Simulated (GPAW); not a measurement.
MoP:

```
Mo P
1.0
     3.22300    0.00000    0.00000
    -1.61150    2.79120    0.00000
     0.00000    0.00000    3.19100
Mo P
1 1
Direct
  0.00000 0.00000 0.00000
  0.33333 0.66667 0.50000
```

```yaml
Program: GPAW 26.7.0
Task: relaxation of cell and atoms
Functional: PBEsol
Dispersion: D4
Potentials_or_basis: PAW data sets generated in the run's folder for this functional
Cutoff: 600 eV
Basis: pw
k_mesh: 7 × 7 × 6
Occupations: fermi-dirac, width 0.05 eV
Spin: no spin polarisation
```

At the start: pressure -6.9 GPa; volume 14.35 Å³/atom.

Q: How do energy, volume and symmetry change on relaxing?

A: Over 9 steps the energy falls by 9.1 meV/atom and the volume is 13.95 Å³/atom (-2.8 %); space group P-6m2 (No. 187, to 0.05 Å).

The path:
```tsv
step	energy change (eV)	largest force (eV/Å)	pressure (GPa)	volume (Å³)
1	0.0000	0.0000	-6.89	28.71
2	-0.0098	0.0000	-4.78	28.44
3	-0.0178	0.0000	-1.01	28.00
4	-0.0141	0.0000	3.37	27.53
5	-0.0147	0.0000	3.08	27.56
6	-0.0158	0.0000	2.52	27.62
7	-0.0170	0.0000	1.75	27.70
8	-0.0178	0.0000	0.84	27.79
9	-0.0181	0.0000	-0.13	27.90
```

Final structure:
```yaml
crystal:
  lattice:
    - [3.19402, 0.00000, 0.00000]
    - [-1.59701, 2.76610, 0.00000]
    - [0.00000, 0.00000, 3.15757]
  atoms:
    - { symbol: Mo, position: [0.00000, 0.00000, 0.00000] }
    - { symbol: P, position: [0.33333, 0.66667, 0.50000] }
```

Caveat: later steps reuse the first step's grids; pairwise dispersion overbinds metals, which lowers pressure and volume.
